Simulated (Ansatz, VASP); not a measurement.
In: VASP beside Ansatz

Contents of INCAR:

```
ALGO     = Normal         # electronic algorithm
EDIFF    = 1E-6           # SCF threshold, eV
ENCUT    = 520            # plane-wave cutoff, eV
GGA      = RE             # functional
ISIF     = 2              # what is computed and relaxed
ISMEAR   = -1             # smearing method
LASPH    = True           # aspherical terms in the spheres
LCHARG   = True           # write CHGCAR
LELF     = True           # ELF
LREAL    = False          # projectors in reciprocal space
LVHAR    = True         
LWAVE    = False          # write WAVECAR
NBANDS   = 12             # bands
NELM     = 100            # most SCF steps
PREC     = Accurate       # precision mode
SIGMA    = 0.1            # smearing width, eV
```

File KPOINTS:

```
k-points
0
Gamma
  11 11 11
```

The input POSCAR:

```
In
1.0
    3.0840150569      0.0000000000      0.0000000000
    0.0000000000      3.0840150569      0.0000000000
    0.0000000000      0.0000000000      3.0840150569
In
1
Direct
    0.0000000000      0.0000000000      0.0000000000
```

Input for Ansatz:

```yaml
crystal:
  lattice:
    - [3.0840150569, 0.0, 0.0]
    - [0.0, 3.0840150569, 0.0]
    - [0.0, 0.0, 3.0840150569]
  atoms:
    - { symbol: In, position: [0.0, 0.0, 0.0] }
hamiltonian:
  xc: revpbe
  pseudopotentials:
    kind: paw
    azcp:
      In: "pseudopotentials/In.paw.azcp"
basis:
  ecutwfc: 420
  fft_grid_basis: typed
kpoints:
  mp_grid: { grid: [11, 11, 11], shift: [0, 0, 0] }
magnetization:
  spin_polarized: false
scf:
  occupations: { method: fermi_dirac, width: 0.1 }
  lower_state_search: "off"
output:
  stress: true
```

Alike in both runs: task single point; functional revPBE; k mesh 11 × 11 × 11; occupations fermi-dirac, width 0.1 eV; no spin polarisation.

|  | VASP | Ansatz |
| --- | --- | --- |
| version | VASP 6.6.1 | Ansatz 0.2.0 |
| potentials or method | VASP PAW PBE potentials, release 64 (In_d) | plane waves (420 eV) with PAW, scalar-relativistic |
| plane-wave cutoff (eV) | 520 | 420 |
| valence electrons in the cell | 13 | 13 |

```tsv
	VASP	Ansatz	Ansatz less VASP
pressure (GPa)	1.4	1.5	+0.04
```

Caveats: the PAW data sets were made with another functional, which shifts forces and pressure a little (VASP).
